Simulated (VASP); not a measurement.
# Sb (I4/mmm) in VASP: settings compared

The runs below take Sb through relaxation of cell and atoms, single point, with PBEsol, PBE.

Program: VASP 6.6.1. These are calculated values, not measurements. Logs are shortened: lines on timing, memory, paths and dates and some standing lists are left out, and cuts for length are marked.

### 1 The structure

It takes space group I4/mmm (No. 139, tetragonal). Conventional cell: a = 3.153 Å, b = 3.153 Å, c = 5.424 Å, α = 90.00°, β = 90.00°, γ = 90.00°. Sb (site symmetry 4/mmm) has 12 Sb at 3.15 to 3.51 Å as nearest neighbours.

This isn't the form of Sb at room conditions, which is rhombohedral.

### 2 Relaxation of cell and atoms, PBEsol

Input file INCAR:

```
ALGO = Fast
EDIFF = 1E-6
EDIFFG = -0.01
ENCUT = 600
GGA = PS
IBRION = 2
ISIF = 3
ISMEAR = -1
LASPH = T
LCHARG = F
LREAL = F
LWAVE = F
NELM = 60
NSW = 40
PREC = Accurate
SIGMA = 0.05
```

Input file KPOINTS:

```
k-points
0
Gamma
  10 10 10
```

Input file POSCAR:

```
Sb
1.0
   -1.5765401831      1.5765401831      2.7119384313
    1.5765401831     -1.5765401831      2.7119384313
    1.5765401831      1.5765401831     -2.7119384313
Sb
1
Direct
    0.0000000000      0.0000000000      0.0000000000
```

Potentials or basis: VASP PAW PBE potentials, release 64 (Sb).

The run is started by

```console
> cat potpaw_PBE.64/Sb/POTCAR > POTCAR
> mpirun -np 1 vasp_std > vasp.out
```

OUTCAR:

```text
EDIFF = 1E-6
   EDIFFG = -0.01
   ENCUT = 600
   GGA = PS
   IBRION = 2
   ISIF = 3
   ISMEAR = -1
   LASPH = T
   LREAL = F
   NELM = 60
   NSW = 40
   PREC = Accurate

 ion  position               nearest neighbor table
   1  0.000  0.000  0.000-

  LATTYP: Found a body centered tetragonal cell.
 ALAT       =     3.1530803662
 C/A-ratio  =     1.7201835135

  Lattice vectors:

 A1 = (  -1.5765401831,   1.5765401831,   2.7119384313)
 A2 = (   1.5765401831,  -1.5765401831,   2.7119384313)
 A3 = (   1.5765401831,   1.5765401831,  -2.7119384313)

Analysis of symmetry for initial positions (statically):
=====================================================================
 Subroutine PRICEL returns:
 Original cell was already a primitive cell.

 Routine SETGRP: Setting up the symmetry group for a
 body centered tetragonal supercell.

 Subroutine GETGRP returns: Found 16 space group operations
 (whereof 16 operations were pure point group operations)
 out of a pool of 16 trial point group operations.

The static configuration has the point symmetry D_4h.

Analysis of symmetry for dynamics (positions and initial velocities):
=====================================================================
 Subroutine PRICEL returns:
 Original cell was already a primitive cell.

 Routine SETGRP: Setting up the symmetry group for a
 body centered tetragonal supercell.

 Subroutine GETGRP returns: Found 16 space group operations
 (whereof 16 operations were pure point group operations)
 out of a pool of 16 trial point group operations.

The dynamic configuration has the point symmetry D_4h.

 Subroutine INISYM returns: Found 16 space group operations
 (whereof 16 operations are pure point group operations),
 and found     1 'primitive' translations

----------------------------------------------------------------------------------------

                                     Primitive cell

  volume of cell :      26.9619

  direct lattice vectors                    reciprocal lattice vectors
    -1.576540183  1.576540183  2.711938431     0.000000000  0.317150178  0.184369967
     1.576540183 -1.576540183  2.711938431     0.317150178  0.000000000  0.184369967
     1.576540183  1.576540183 -2.711938431     0.317150178  0.317150178  0.000000000

  length of vectors
[... 93 lines left out ...]
   EMIN   =  10.00;   EMAX   =-10.00  energy-range for DOS
   EFERMI =   0.00;   METHOD = LEGACY
   ISMEAR =    -1;   SIGMA  =   0.05  broadening in eV -4-tet -1-fermi 0-gaus
   EFERMI_NEDOS =   21; number of points for ismear=-14 and -15
   IALGO  =     68    algorithm
   IMIX   =      4    mixing-type and parameters
     AMIX     =   0.40;   BMIX     =  1.00
     AMIX_MAG =   1.60;   BMIX_MAG =  1.00
  volume/ion in A,a.u.               =      26.96       181.95
  Fermi-wavevector in a.u.,A,eV,Ry     =   0.933573  1.764197 11.858269  0.871558
  Thomas-Fermi vector in A             =   2.060288
   LORBIT       =      0    0 simple, 1 ext, 2 COOP (PROOUT), +10 PAW based schemes
   GGA     = PS    functional components
   LHFCALC =     F    Hartree Fock is set to
   AEXX    =    0.0000 exact exchange contribution
   IVDW    =     0    specifies the selected vdW correction
   LEPSILON=     F    determine dielectric tensor
   LRPA    =     F    only Hartree local field effects (RPA)
 conjugate gradient relaxation of ions
 non-spin polarized calculation
 RMM-DIIS sequential band-by-band and
  energy-cutoff  :      600.00
  volume of cell :       26.96
 maximum number of plane-waves:       922
   NGX = 15   NGY = 15   NGZ = 15

--------------------------------------- Ionic step        1  -------------------------------------------

 number of electron       5.0000000 magnetization

 Free energy of the ion-electron system (eV)
  ---------------------------------------------------
  ext. energy  EPLUGINS =         0.00000000
  ---------------------------------------------------
  free energy    TOTEN  =        -4.32289027 eV

  energy without entropy =       -4.31947933  energy(sigma->0) =       -4.32118480

------------------------ aborting loop because EDIFF is reached ----------------------------------------

  FORCE on cell =-STRESS in cart. coord.  units (eV):
  Direction    XX          YY          ZZ          XY          YZ          ZX
  --------------------------------------------------------------------------------------
  -------------------------------------------------------------------------------------
  Total       -0.1918790     -0.1918790     -0.1852306      0.0000000     -0.0000000      0.0000000
  in kB      -11.4021847    -11.4021847    -11.0071108      0.0000000     -0.0000000      0.0000000
  external PRESSURE =     -11.2704934 kB  Pullay stress =       0.0000000 kB
[... 127 lines left out ...]
--------------------------------------- Ionic step        5  -------------------------------------------

 number of electron       5.0000000 magnetization

 Free energy of the ion-electron system (eV)
  ---------------------------------------------------
  ext. energy  EPLUGINS =         0.00000000
  ---------------------------------------------------
  free energy    TOTEN  =        -4.32454508 eV

  energy without entropy =       -4.32138421  energy(sigma->0) =       -4.32296465

 E-fermi :   8.5897     XC(G=0): -10.3913

 val. band max:        8.5759835080   @ k =   0.3000   0.2000   0.2000
 cond. band min:       8.6052204723   @ k =   0.4000   0.4000   0.1000
 fundamental gap:      0.0292369643
 Fermi energy:         8.5897091588

 k-point     1 :       0.0000    0.0000    0.0000
  band No.  band energies     occupation
      1      -4.5031      2.00000
      2      13.3707      0.00000
      3      14.1453      0.00000
      4      14.1453      0.00000
      5      18.0732      0.00000
      6      19.2369      0.00000
[... 199 lines left out ...]
 k-point    24 :       0.4000    0.3000    0.0000
  band No.  band energies     occupation
      1       0.8050      2.00000
      2       4.4491      2.00000
      3       6.8368      2.00000
      4       9.2468      0.00000
      5      13.9123      0.00000
      6      18.7712      0.00000

 [... further k-points ...]

------------------------ aborting loop because EDIFF is reached ----------------------------------------

  FORCE on cell =-STRESS in cart. coord.  units (eV):
  Direction    XX          YY          ZZ          XY          YZ          ZX
  --------------------------------------------------------------------------------------
  -------------------------------------------------------------------------------------
  Total       -0.0021528     -0.0021528     -0.0080197      0.0000000      0.0000000      0.0000000
  in kB       -0.1301390     -0.1301390     -0.4848048      0.0000000      0.0000000      0.0000000
  external PRESSURE =      -0.2483609 kB  Pullay stress =       0.0000000 kB
[... 16 lines left out ...]
  FREE ENERGIE OF THE ION-ELECTRON SYSTEM (eV)
  ---------------------------------------------------
  free  energy   TOTEN  =        -4.3245450848 eV

  energy  without entropy=       -4.3213842069  energy(sigma->0) =       -4.32296465

 reached required accuracy - stopping structural energy minimisation
```

OSZICAR:

```text
N       E                     dE             d eps       ncg     rms          rms(c)
DAV:   1     0.877901655802E+01    0.87790E+01   -0.17591E+03  1224   0.615E+02
DAV:   2    -0.413261178104E+01   -0.12912E+02   -0.12304E+02  1782   0.787E+01
DAV:   3    -0.433079110723E+01   -0.19818E+00   -0.19342E+00  1464   0.105E+01
[... 28 lines left out ...]
       N       E                     dE             d eps       ncg     rms          rms(c)
DAV:   1    -0.432457491266E+01   -0.78586E-04   -0.24330E-03  1488   0.291E-01    0.251E-02
RMM:   2    -0.432455544902E+01    0.19464E-04   -0.38307E-05  1224   0.625E-02    0.141E-02
RMM:   3    -0.432454496771E+01    0.10481E-04   -0.12639E-05  1224   0.265E-02    0.156E-03
RMM:   4    -0.432454508482E+01   -0.11711E-06   -0.96988E-07   835   0.101E-02
   5 F= -.43245451E+01 E0= -.43229646E+01  d E =-.494395E-04
```

CONTCAR:

```text
Sb
   1.00000000000000
    -1.5687048579720619    1.5687048579720619    2.6925386058371115
     1.5687048579720619   -1.5687048579720619    2.6925386058371115
     1.5687048579720619    1.5687048579720619   -2.6925386058371115
  Sb
     1
Direct
     1.0000000000000000    0.0000000000000000    1.0000000000000000

  0.00000000E+00  0.00000000E+00  0.00000000E+00
```

It took 43 s on 1 thread of AMD EPYC 7R13 (Zen 3), shared host; peak memory 0.14 GiB.

Results:

```
Free energy                            : -4.3245 eV
Relaxed volume                         : 26.50 Å³/atom
Relaxed cell                           : a = 3.489 Å, b = 3.489 Å, c = 3.489 Å, α = 126.56°, β = 126.56°, γ = 78.97°
Space group after relaxing (to 0.05 Å) : I4/mmm (No. 139)
Energy gained by relaxing              : 1.7 meV/atom
Ionic steps                            : 5
Pressure after relaxing                : 0.0 GPa
Band gap on the k mesh                 : none (metal or under the smearing width)
```

The path:
| step | energy change (eV) | largest force (eV/Å) | pressure (GPa) | volume (Å³) |
| --- | --- | --- | --- | --- |
| 1 | 0.0000 | 0.0000 | -1.13 | 26.96 |
| 2 | -0.0010 | 0.0000 | 0.73 | 26.23 |
| 3 | -0.0016 | 0.0000 | 0.01 | 26.51 |
| 4 | -0.0016 | 0.0000 | -0.01 | 26.52 |
| 5 | -0.0017 | 0.0000 | -0.02 | 26.50 |

Final structure:
```yaml
crystal:
  lattice:
    - [-1.56870, 1.56870, 2.69254]
    - [1.56870, -1.56870, 2.69254]
    - [1.56870, 1.56870, -2.69254]
  atoms:
    - { symbol: Sb, position: [0.00000, 0.00000, 0.00000] }
```

Caveat: the PAW data sets were made with another functional, which shifts forces and pressure a little. Spin-orbit coupling is left out, which matters for the levels of Sb.

### 3 Single point, PBE

Input file INCAR:

```
  PREC = Accurate
  ENCUT = 500
  EDIFF = 1E-6
  ISMEAR = 0
  SIGMA = 0.02
  LREAL = False
  LASPH = True
  NELM = 60
  ALGO = Normal
  ISIF = 2
  LWAVE = False
  LCHARG = False
  GGA = PE
```

Input file KPOINTS:

```
regular mesh
0
Gamma
  8 8 8
```

POSCAR is that of step 2.

Potentials or basis: VASP PAW PBE potentials, release 64 (Sb_d_GW).

The run is started by

```console
> cat potpaw_PBE.64/Sb_d_GW/POTCAR > POTCAR
> mpirun -np 1 vasp_std > vasp.out
```

OUTCAR:

```text
PREC = Accurate
   ENCUT = 500
   EDIFF = 1E-6
   ISMEAR = 0
   LREAL = False
   LASPH = True
   NELM = 60
   ISIF = 2
   GGA = PE

 ion  position               nearest neighbor table
   1  0.000  0.000  0.000-

  LATTYP: Found a body centered tetragonal cell.
 ALAT       =     3.1530803662
 C/A-ratio  =     1.7201835135

  Lattice vectors:

 A1 = (  -1.5765401831,   1.5765401831,   2.7119384313)
 A2 = (   1.5765401831,  -1.5765401831,   2.7119384313)
 A3 = (   1.5765401831,   1.5765401831,  -2.7119384313)

Analysis of symmetry for initial positions (statically):
=====================================================================
 Subroutine PRICEL returns:
 Original cell was already a primitive cell.

 Routine SETGRP: Setting up the symmetry group for a
 body centered tetragonal supercell.

 Subroutine GETGRP returns: Found 16 space group operations
 (whereof 16 operations were pure point group operations)
 out of a pool of 16 trial point group operations.

The static configuration has the point symmetry D_4h.

Analysis of symmetry for dynamics (positions and initial velocities):
=====================================================================
[... 169 lines left out ...]
      3     -22.9491      2.00000
      4     -22.9491      2.00000
      5     -22.9051      2.00000
      6      -6.5894      2.00000
      7      11.0081      0.00000
      8      11.7763      0.00000
      9      11.7763      0.00000
     10      16.2777      0.00000
     11      16.9440      0.00000
[... 309 lines left out ...]
 k-point    24 :       0.3750    0.1250    0.1250
  band No.  band energies     occupation
      1     -22.9719      2.00000
      2     -22.9650      2.00000
      3     -22.9411      2.00000
      4     -22.9357      2.00000
      5     -22.8751      2.00000
      6      -1.8831      2.00000
      7       1.4740      2.00000
      8       6.8992      0.00000
      9       7.8505      0.00000
     10      12.5518      0.00000
     11      13.3675      0.00000

 [... further k-points ...]

------------------------ aborting loop because EDIFF is reached ----------------------------------------

  FORCE on cell =-STRESS in cart. coord.  units (eV):
  Direction    XX          YY          ZZ          XY          YZ          ZX
  --------------------------------------------------------------------------------------
  -------------------------------------------------------------------------------------
  Total        0.2314771      0.2314771      0.3153631      0.0000000      0.0000000      0.0000000
  in kB       13.7552586     13.7552586     18.7400835      0.0000000      0.0000000      0.0000000
  external PRESSURE =      15.4168669 kB  Pullay stress =       0.0000000 kB

 VOLUME and BASIS-vectors are now :
 -----------------------------------------------------------------------------
  energy-cutoff  :      500.00
  volume of cell :       26.96
      direct lattice vectors                 reciprocal lattice vectors
    -1.576540183  1.576540183  2.711938431     0.000000000  0.317150178  0.184369967
     1.576540183 -1.576540183  2.711938431     0.317150178  0.000000000  0.184369967
     1.576540183  1.576540183 -2.711938431     0.317150178  0.317150178  0.000000000

 POSITION                                       TOTAL-FORCE (eV/Angst)
 -----------------------------------------------------------------------------------
      0.00000      0.00000      0.00000         0.000000     -0.000000      0.000000
 -----------------------------------------------------------------------------------
    total drift:                                0.000000      0.000000      0.000000

  FREE ENERGIE OF THE ION-ELECTRON SYSTEM (eV)
  ---------------------------------------------------
  free  energy   TOTEN  =        -3.8415297387 eV

  energy  without entropy=       -3.8414210239  energy(sigma->0) =       -3.84147538
```

Run time: 19 s. Hardware: 1 thread of AMD EPYC 7R43 (Zen 3), shared host; peak memory 0.13 GiB.

What came out:

| Property | Result |
| --- | --- |
| Free energy | -3.8415 eV |
| Pressure | 1.5 GPa |
| Band gap on the k mesh | none (metal or under the smearing width) |

Stress tensor (GPa, compression positive):
```
1.38 0.00 0.00
0.00 1.38 0.00
0.00 0.00 1.87
```

The run has no spin-orbit coupling, so splittings on Sb are missing.

### 4 Single point, PBE

Input file INCAR:

```
SYSTEM = Sb
PREC = Accurate
ENCUT = 450
EDIFF = 1E-7
ISMEAR = 0
SIGMA = 0.02
LREAL = .False.
LASPH = .True.
NELM = 100
ALGO = Fast
ISIF = 2
LWAVE = .False.
LCHARG = .False.
GGA = PE
NBANDS = 14
```

Input file KPOINTS:

```
Automatic mesh
0
Gamma
  8 8 8
  0 0 0
```

POSCAR is that of step 3.

The run is started by

```console
> cat potpaw_PBE.64/Sb_d_GW/POTCAR > POTCAR
> mpirun -np 1 vasp_std > vasp.out
```

Run time: 35 s. Hardware: 1 thread of AMD EPYC 7R43 (Zen 3), shared host; peak memory 0.11 GiB.

Results (log left out):

| Item | Value |
| --- | --- |
| Free energy | -3.8415 eV |
| Pressure | 1.6 GPa |
| Band gap on the k mesh | none (metal or under the smearing width) |

Stress tensor (GPa, compression positive):
```
1.42 0.00 0.00
0.00 1.42 0.00
0.00 0.00 1.92
```

Levels at points of the mesh, in eV from the Fermi level:
```csv
k point,band 6,band 7,band 8,band 9,band 10,band 11
"(0.00, 0.00, 0.00)",-13.14,4.46,5.23,5.23,9.73,10.39
"(0.50, 0.00, 0.00)",-9.31,-5.99,1.59,5.17,6.04,10.23
"(0.50, 0.50, 0.00)",-6.83,-4.59,-1.22,0.42,3.30,4.24
"(0.50, 0.50, 0.50)",-9.46,-5.85,1.92,1.92,5.83,6.00
```

### 5 Single point, PBE

Input file INCAR:

```
PREC = Accurate
ENCUT = 350
EDIFF = 1E-6
ISMEAR = 0
SIGMA = 0.02
LREAL = F
LASPH = T
NELM = 60
ALGO = Normal
ISIF = 2
LWAVE = F
LCHARG = F
GGA = PE
```

Input file KPOINTS:

```
regular mesh
0
Gamma
  6 6 6
```

POSCAR is that of step 4.

The run is started by

```console
> cat potpaw_PBE.64/Sb_d_GW/POTCAR > POTCAR
> mpirun -np 1 vasp_std > vasp.out
```

Wall time 3.5 s (1 thread of AMD EPYC 9R45 (Zen 5), shared host); peak memory 0.11 GiB.

It converged, with:

```
Free energy            : -3.8936 eV
Pressure               : 0.5 GPa
Band gap on the k mesh : none (metal or under the smearing width)
```

Stress tensor (GPa, compression positive):
```
 1.74  0.00  0.00
 0.00  1.74  0.00
 0.00  0.00 -1.94
```

Levels at points of the mesh, in eV from the Fermi level:
| k point | band 6 | band 7 | band 8 | band 9 | band 10 | band 11 |
| --- | --- | --- | --- | --- | --- | --- |
| (0.00, 0.00, 0.00) | -13.29 | 4.28 | 5.09 | 5.09 | 9.61 | 10.26 |
| (0.50, 0.00, 0.00) | -9.46 | -6.14 | 1.43 | 5.03 | 5.89 | 10.17 |
| (0.50, 0.50, 0.00) | -6.99 | -4.73 | -1.35 | 0.24 | 3.17 | 4.08 |
| (0.50, 0.50, 0.50) | -9.60 | -6.02 | 1.78 | 1.78 | 5.70 | 5.85 |

Caveat: the k mesh is coarse (spacing up to 0.47 Å⁻¹), so the values aren't converged. Spin-orbit coupling is left out, which matters for the levels of Sb.

### 6 Overview

```tsv
task	level	potentials or basis	cell	k mesh	cutoff (eV)	smearing	ladder	mesh quality	gap on the mesh (eV)	pressure (GPa)
relaxation of cell and atoms	PBEsol	VASP PAW PBE potentials, release 64 (Sb)	relaxed	10 × 10 × 10	600	fermi-dirac 0.05 eV	gaps	not flagged	none	0.0
single point	PBE	VASP PAW PBE potentials, release 64 (Sb_d_GW)	as given	8 × 8 × 8	500	gaussian 0.02 eV	-	not flagged	none	1.5
single point	PBE	VASP PAW PBE potentials, release 64 (Sb_d_GW)	as given	8 × 8 × 8	450	gaussian 0.02 eV	-	not flagged	none	1.6
single point	PBE	VASP PAW PBE potentials, release 64 (Sb_d_GW)	as given	6 × 6 × 6	350	gaussian 0.02 eV	-	coarse	none	0.5
```

Alike in all rows: no spin polarisation.

Caveats: some runs use coarse meshes; the PAW data sets were made with another functional, which shifts forces and pressure a little (some runs).

Total energies depend on the potentials used, so only differences within one code and one set of settings carry meaning.
